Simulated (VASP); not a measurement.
Crystal: Os.

```
Os
1.0
     2.73410    0.00000    0.00000
    -1.36705    2.36780    0.00000
     0.00000    0.00000    4.31970
Os
2
Cartesian
  1.3671 0.7893 3.2398
  0.0000 1.5785 1.0799
```

| Property | Result |
| --- | --- |
| Program | VASP 6.6.1 |
| Task | relaxation of cell and atoms |
| Functional | SCAN |
| Potentials or basis | VASP PAW PBE potentials, release 64 (Os) |
| Cutoff | 600 eV |
| k mesh | 11 × 11 × 6 |
| Occupations | fermi-dirac, width 0.05 eV |
| Spin | no spin polarisation |

At the start: pressure -9.5 GPa; volume 13.98 Å³/atom.

**Question.** How do energy, volume and symmetry change on relaxing?

**Answer.** Over 9 steps the energy falls by 9.1 meV/atom and the volume is 13.68 Å³/atom (-2.1 %); space group P6_3/mmc (No. 194, to 0.05 Å).

The path:
| step | energy change (eV) | largest force (eV/Å) | pressure (GPa) | volume (Å³) |
| --- | --- | --- | --- | --- |
| 1 | 0.0000 | 0.0000 | -9.46 | 27.96 |
| 2 | 0.4224 | 0.0000 | 58.92 | 24.75 |
| 3 | -0.0182 | 0.0000 | -0.48 | 27.39 |
| 4 | -0.0182 | 0.0000 | -0.04 | 27.37 |
| 5 | -0.0182 | 0.0000 | 0.16 | 27.36 |
| 6 | -0.0182 | 0.0000 | 0.11 | 27.36 |
| 7 | -0.0183 | 0.0000 | 0.14 | 27.36 |
| 8 | -0.0183 | 0.0000 | -0.44 | 27.39 |
| 9 | -0.0183 | 0.0000 | -0.03 | 27.37 |

Final structure:
```
Os
1.0
     2.71710    0.00000    0.00000
    -1.35855    2.35308    0.00000
     0.00000    0.00000    4.28088
Os
2
Direct
  0.66667 0.33333 0.75000
  0.33333 0.66667 0.25000
```

Caveat: the PAW data sets were made with another functional, which shifts forces and pressure a little.
